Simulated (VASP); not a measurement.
Write the native input for VASP 6.6.1 that does the following.

```yaml
Task: band structure
Functional: LDA
Potentials_or_basis: VASP PAW LDA potentials, release 64 (Fe, Si)
Cutoff: 520 eV
k_mesh: 8 × 8 × 8
Occupations: gaussian, width 0.03 eV
Spin: no spin polarisation
Further_INCAR_settings: ALGO = Fast; EDIFF = 1e-06; NBANDS = 34
```

The structure of FeSi lies in POSCAR:

```
FeSi                                    
1.0
    4.4062665076      0.0000000000      0.0000000000
   -0.0000000000      4.4062665076      0.0000000000
    0.0000000000     -0.0000000000      4.4062665076
  Fe              Si            
     4     4
Direct
     0.1372158926830286    0.1372158926830286    0.1372158926830286
     0.3627841073169713    0.8627841073169714    0.6372158926830286
     0.6372158926830286    0.3627841073169713    0.8627841073169714
     0.8627841073169714    0.6372158926830286    0.3627841073169713
     0.8410393182158028    0.8410393182158028    0.8410393182158028
     0.6589606817841972    0.1589606817841972    0.3410393182158027
     0.3410393182158027    0.6589606817841972    0.1589606817841972
     0.1589606817841972    0.3410393182158027    0.6589606817841972
```

One way to write it, as run:

INCAR

```
SYSTEM = FeSi
  PREC = Accurate
  ENCUT = 520
  EDIFF = 1E-6
  ISMEAR = 0
  SIGMA = 0.03
  LREAL = .False.
  LASPH = .True.
  NELM = 80
  ALGO = Fast
  ISIF = 2
  LWAVE = .False.
  LCHARG = .False.
  LMAXMIX = 4
  NBANDS = 34
  KPAR = 2
```

KPOINTS

```
Automatic mesh
0
Gamma
  8 8 8
  0 0 0
```

KPOINTS_OPT

```
explicit points
128
Reciprocal
 0.0000000000  0.0000000000  0.0000000000 1
 0.0000000000  0.0555555556  0.0000000000 1
 0.0000000000  0.1111111111  0.0000000000 1
 0.0000000000  0.1666666667  0.0000000000 1
 0.0000000000  0.2222222222  0.0000000000 1
 0.0000000000  0.2777777778  0.0000000000 1
 0.0000000000  0.3333333333  0.0000000000 1
 0.0000000000  0.3888888889  0.0000000000 1
 0.0000000000  0.4444444444  0.0000000000 1
 0.0000000000  0.5000000000  0.0000000000 1
 0.0000000000  0.5000000000  0.0000000000 1
 0.0555555556  0.5000000000  0.0000000000 1
 0.1111111111  0.5000000000  0.0000000000 1
 0.1666666667  0.5000000000  0.0000000000 1
 0.2222222222  0.5000000000  0.0000000000 1
 0.2777777778  0.5000000000  0.0000000000 1
 0.3333333333  0.5000000000  0.0000000000 1
 0.3888888889  0.5000000000  0.0000000000 1
 0.4444444444  0.5000000000  0.0000000000 1
 0.5000000000  0.5000000000  0.0000000000 1
 0.5000000000  0.5000000000  0.0000000000 1
 0.4444444444  0.4444444444  0.0000000000 1
 0.3888888889  0.3888888889  0.0000000000 1
 0.3333333333  0.3333333333  0.0000000000 1
 0.2777777778  0.2777777778  0.0000000000 1
 0.2222222222  0.2222222222  0.0000000000 1
 0.1666666667  0.1666666667  0.0000000000 1
 0.1111111111  0.1111111111  0.0000000000 1
 0.0555555556  0.0555555556  0.0000000000 1
 0.0000000000  0.0000000000  0.0000000000 1
 0.0000000000  0.0000000000  0.0000000000 1
 0.0555555556  0.0555555556  0.0555555556 1
 0.1111111111  0.1111111111  0.1111111111 1
 0.1666666667  0.1666666667  0.1666666667 1
 0.2222222222  0.2222222222  0.2222222222 1
 0.2777777778  0.2777777778  0.2777777778 1
 0.3333333333  0.3333333333  0.3333333333 1
 0.3888888889  0.3888888889  0.3888888889 1
 0.4444444444  0.4444444444  0.4444444444 1
 0.5000000000  0.5000000000  0.5000000000 1
 0.5000000000  0.5000000000  0.5000000000 1
 0.4444444444  0.5000000000  0.4444444444 1
 0.3888888889  0.5000000000  0.3888888889 1
 0.3333333333  0.5000000000  0.3333333333 1
 0.2777777778  0.5000000000  0.2777777778 1
 0.2222222222  0.5000000000  0.2222222222 1
 0.1666666667  0.5000000000  0.1666666667 1
 0.1111111111  0.5000000000  0.1111111111 1
 0.0555555556  0.5000000000  0.0555555556 1
 0.0000000000  0.5000000000  0.0000000000 1
 0.5000000000  0.5000000000  0.0000000000 1
 0.5000000000  0.5000000000  0.0555555556 1
 0.5000000000  0.5000000000  0.1111111111 1
 0.5000000000  0.5000000000  0.1666666667 1
 0.5000000000  0.5000000000  0.2222222222 1
 0.5000000000  0.5000000000  0.2777777778 1
 0.5000000000  0.5000000000  0.3333333333 1
 0.5000000000  0.5000000000  0.3888888889 1
 0.5000000000  0.5000000000  0.4444444444 1
 0.5000000000  0.5000000000  0.5000000000 1
 0.0000000000  0.0000000000  0.0000000000 1
 0.0086912000  0.0000000000  0.0000000000 1
-0.0086912000  0.0000000000  0.0000000000 1
 0.0253493200  0.0000000000  0.0000000000 1
-0.0253493200  0.0000000000  0.0000000000 1
 0.0061456000  0.0061456000  0.0000000000 1
-0.0061456000 -0.0061456000  0.0000000000 1
 0.0179246800  0.0179246800  0.0000000000 1
-0.0179246800 -0.0179246800  0.0000000000 1
 0.0050178600  0.0050178600  0.0050178600 1
-0.0050178600 -0.0050178600 -0.0050178600 1
 0.0146354400  0.0146354400  0.0146354400 1
-0.0146354400 -0.0146354400 -0.0146354400 1
 0.0061456000 -0.0061456000  0.0000000000 1
-0.0061456000  0.0061456000  0.0000000000 1
 0.0179246800 -0.0179246800  0.0000000000 1
-0.0179246800  0.0179246800  0.0000000000 1
 0.5000000000  0.5000000000  0.0000000000 1
 0.5086912000  0.5000000000  0.0000000000 1
 0.4913088000  0.5000000000  0.0000000000 1
 0.5253493200  0.5000000000  0.0000000000 1
 0.4746506800  0.5000000000  0.0000000000 1
 0.5061456000  0.5061456000  0.0000000000 1
 0.4938544000  0.4938544000  0.0000000000 1
 0.5179246800  0.5179246800  0.0000000000 1
 0.4820753200  0.4820753200  0.0000000000 1
 0.5050178600  0.5050178600  0.0050178600 1
 0.4949821400  0.4949821400 -0.0050178600 1
 0.5146354400  0.5146354400  0.0146354400 1
 0.4853645600  0.4853645600 -0.0146354400 1
 0.5061456000  0.4938544000  0.0000000000 1
 0.4938544000  0.5061456000  0.0000000000 1
 0.5179246800  0.4820753200  0.0000000000 1
 0.4820753200  0.5179246800  0.0000000000 1
 0.5000000000  0.5000000000  0.5000000000 1
 0.5086912000  0.5000000000  0.5000000000 1
 0.4913088000  0.5000000000  0.5000000000 1
 0.5253493200  0.5000000000  0.5000000000 1
 0.4746506800  0.5000000000  0.5000000000 1
 0.5061456000  0.5061456000  0.5000000000 1
 0.4938544000  0.4938544000  0.5000000000 1
 0.5179246800  0.5179246800  0.5000000000 1
 0.4820753200  0.4820753200  0.5000000000 1
 0.5050178600  0.5050178600  0.5050178600 1
 0.4949821400  0.4949821400  0.4949821400 1
 0.5146354400  0.5146354400  0.5146354400 1
 0.4853645600  0.4853645600  0.4853645600 1
 0.5061456000  0.4938544000  0.5000000000 1
 0.4938544000  0.5061456000  0.5000000000 1
 0.5179246800  0.4820753200  0.5000000000 1
 0.4820753200  0.5179246800  0.5000000000 1
 0.0000000000  0.5000000000  0.0000000000 1
 0.0086912000  0.5000000000  0.0000000000 1
-0.0086912000  0.5000000000  0.0000000000 1
 0.0253493200  0.5000000000  0.0000000000 1
-0.0253493200  0.5000000000  0.0000000000 1
 0.0061456000  0.5061456000  0.0000000000 1
-0.0061456000  0.4938544000  0.0000000000 1
 0.0179246800  0.5179246800  0.0000000000 1
-0.0179246800  0.4820753200  0.0000000000 1
 0.0050178600  0.5050178600  0.0050178600 1
-0.0050178600  0.4949821400 -0.0050178600 1
 0.0146354400  0.5146354400  0.0146354400 1
-0.0146354400  0.4853645600 -0.0146354400 1
 0.0061456000  0.4938544000  0.0000000000 1
-0.0061456000  0.5061456000  0.0000000000 1
 0.0179246800  0.4820753200  0.0000000000 1
-0.0179246800  0.5179246800  0.0000000000 1
```

Potentials or basis: VASP PAW LDA potentials, release 64 (Fe, Si).

Run with:

```console
$ cat potpaw_LDA.64/Fe/POTCAR potpaw_LDA.64/Si/POTCAR > POTCAR
$ mpirun -np 2 vasp_std > vasp.out
```

It gave:

- Pressure: -5.6 GPa
- Largest force: 0.092 eV/Å
- Band gap on the k mesh: 0.12 eV, indirect (least direct gap 0.15 eV)
- Band gap along the path: 0.12 eV, indirect (least direct gap 0.18 eV)

Wall time 89 s on 2 MPI ranks on Intel(R) Xeon(R) 6975P-C (Granite Rapids) (shared host), peak memory 0.29 GiB a rank.
